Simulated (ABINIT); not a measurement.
A run of ABINIT 10.8.3 (patched build) is set up as follows.

File run.abi:

```
pp_dirpath "./"
pseudos "Ti.upf, C.upf"

acell 3.062788961 3.062788961 3.062788961 Angstrom
rprim
     0.0000000000     0.7071067812     0.7071067812
     0.7071067812     0.0000000000     0.7071067812
     0.7071067812     0.7071067812     0.0000000000
ntypat 2
znucl 22 6
natom 2
typat 1 2
chkprim 0
chksymtnons 0
tolsym 1.0e-6
xred
            0.0            0.0            0.0
            1/2            1/2            1/2

ecut 42.0
ecutsm 0.5

kptopt 1
ngkpt 8 8 8
nshiftk 1
shiftk 0.0 0.0 0.0

ixc 11

nband 12
occopt 3
tsmear 0.00183747

nstep 80
tolvrs 1.0e-12

iomode 3
prteig 0
prtebands 0
prtwf 0
prtden 0

ionmov 2
optcell 2
ntime 50
tolmxf 2.0e-5
dilatmx 1.08
```

Potentials or basis: PseudoDojo NC SR PBE v0.4.1 standard.

Run with:

```bash
$ abinit run.abi > log 2>&1
```

Question: Estimate the relaxed cell.

Answer: a = 3.064 Å, b = 3.064 Å, c = 3.064 Å, α = 60.00°, β = 60.00°, γ = 60.00°.

Question: Predict the relaxed volume.

Answer: 10.17 Å³/atom.

Final structure:
```
Ti C
1.0
     0.00000    2.16679    2.16679
     2.16679    0.00000    2.16679
     2.16679    2.16679    0.00000
Ti C
1 1
Cartesian
  0.0000 0.0000 0.0000
  2.1668 2.1668 2.1668
```
